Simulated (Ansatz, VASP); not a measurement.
One calculation of CsH, two programs

POSCAR

```
CsH
1.0
    0.0000000000      3.4951746506      3.4951746506
    3.4951746506      0.0000000000      3.4951746506
    3.4951746506      3.4951746506      0.0000000000
Cs H
1 1
Direct
    0.0000000000      0.0000000000      0.0000000000
    0.2500000000      0.2500000000      0.2500000000
```

Contents of INCAR.step1:

```
SYSTEM = CsH
PREC = Accurate
ENCUT = 520
EDIFF = 1E-5
ISMEAR = 0
SIGMA = 0.01
LREAL = .FALSE.
LASPH = .TRUE.
NELM = 100
ALGO = Normal
ISIF = 2
LWAVE = .TRUE.
LCHARG = .FALSE.
GGA = PE
NBANDS = 12
```

Contents of INCAR.step2:

```
SYSTEM = CsH
PREC = Accurate
ENCUT = 520
EDIFF = 1E-6
ISMEAR = 0
SIGMA = 0.01
LREAL = .FALSE.
LASPH = .TRUE.
NELM = 100
ALGO = Normal
ISIF = 2
LWAVE = .FALSE.
LCHARG = .FALSE.
GGA = PE
LHFCALC = .TRUE.
HFSCREEN = 0.2079
PRECFOCK = Normal
ISTART = 1
NBANDS = 12
```

KPOINTS

```
regular mesh
0
G
  4 4 4
  0 0 0
```

Input for Ansatz:

```yaml
crystal:
  lattice:
    - [0.0, 3.4951746506, 3.4951746506]
    - [3.4951746506, 0.0, 3.4951746506]
    - [3.4951746506, 3.4951746506, 0.0]
  atoms:
    - { symbol: Cs, position: [0.0, 0.0, 0.0] }
    - { symbol: H, position: [0.25, 0.25, 0.25] }
kpoints:
  mp_grid: { grid: [4, 4, 4] }
hamiltonian:
  xc: hse06
scf:
  occupations: { method: fixed }
  n_extra_bands: 4
output:
  forces: true
  stress: true
  eigenvalues: true
```

The cell was built by a generator and needn't be a form met in nature.

Alike in both runs: task single point; functional HSE06; k mesh 4 × 4 × 4; no spin polarisation.

|  | VASP | Ansatz |
| --- | --- | --- |
| version | VASP 6.6.1 | Ansatz 0.2.0 |
| potentials or method | VASP PAW PBE potentials, release 64 (Cs_sv, H) | plane waves, PAW |
| plane-wave cutoff (eV) | 520 | 420 |
| occupations | gaussian, width 0.01 eV | fixed |
| valence electrons in the cell | 10 | 10 |

|  | VASP | Ansatz | Ansatz less VASP |
| --- | --- | --- | --- |
| gap on the k mesh at the Fermi level (eV) | 3.78 | 3.78 | +0.001 |
| pressure (GPa) | 0.0 | 0.0 | +0.02 |

Ansatz warned: «stress_exchange_threshold_loose».

Caveats: the PAW data sets were made with another functional, which shifts forces and pressure a little (VASP); spin-orbit coupling is left out, which moves the levels of the heavy elements. A k mesh can miss the band edges.
